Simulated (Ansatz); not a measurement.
Runs of Ansatz 0.2.0 on MoSe2. Symmetry: P6_3/mmc, No. 194, hexagonal system. The conventional cell has a = 3.288 Å, b = 3.288 Å, c = 12.900 Å, α = 90.00°, β = 90.00°, γ = 120.00°. Mo (site symmetry -6m2) has 6 Se at 2.49 Å as nearest neighbours. Around Se (site symmetry 3m) lie 3 Mo at 2.49 Å. 

```tsv
task	level	spin	cell	k mesh	cutoff (eV)	points for each segment of the path	gap on the mesh (eV)	pressure (GPa)	relaxed volume (Å³/atom)	largest force (eV/Å)
relaxation of cell and atoms	PBEsol	off	relaxed	9 × 9 × 2	420	-	(b)	0.0	20.22	-
band structure	PBEsol	off	as given	9 × 9 × 2	420	14	0.88	3.2	-	0.80
band structure	r2SCAN	SOC, no magnetisation	as given	7 × 7 × 2	500	14	1.13	6.7	-	(a)
relaxation of cell and atoms	RPBE+D4	off	relaxed	9 × 9 × 2	420	-	0.78	0.0	19.17	-
relaxation of cell and atoms	BLYP+D3(BJ)	off	relaxed	9 × 9 × 2	420	-	0.75	0.0	19.75	-
relaxation of cell and atoms	PBEsol+D4	off	relaxed	9 × 9 × 2	420	-	0.78	0.0	19.11	-
relaxation of cell and atoms	BLYP+D4	off	relaxed	9 × 9 × 2	420	-	0.81	0.0	(c)	-
relaxation of cell and atoms	PBEsol+D3(BJ)	off	relaxed	9 × 9 × 2	420	-	0.67	0.0	18.57	-
band structure	LDA	SOC, no magnetisation	as given	7 × 7 × 2	420	14	0.97	0.6	-	0.58
relaxation of cell and atoms	RPBE+D3(BJ)	off	relaxed	9 × 9 × 2	420	-	-	0.0	15.80	-
```

Alike in all rows: potentials or basis Ansatz PAW; smearing fermi-dirac 0.05 eV.

Question: Fill in the values left out.

Answer: (a) 0.89; (b) 0.99; (c) 20.37.

Caveats: the PAW data sets come from PBE, with cores solved anew for the run's functional, which leaves a small shift of forces and pressure; the plane-wave basis is chosen anew once the cell has moved, so the energies of steps on either side of that aren't comparable (some runs); odd divisions of the mesh miss points on the zone boundary, where band edges often lie, so the gap on the mesh can be too wide (some runs); the k mesh misses the band edges, so the gap on the mesh is wider than the one along the path (some runs); the cell's inner coordinates are idealised or old, which leaves forces on the atoms (some runs); this functional lacks dispersion, which binds the layers, so the pressure and a relaxed spacing across them are unreliable (some runs); the volume moved by over 15 % at a fixed basis, so the end points are rough (some runs).

A k mesh can miss the band edges, and rows without SOC leave out spin-orbit coupling on Mo, Se.

Runs at the PBE level aren't shown here.
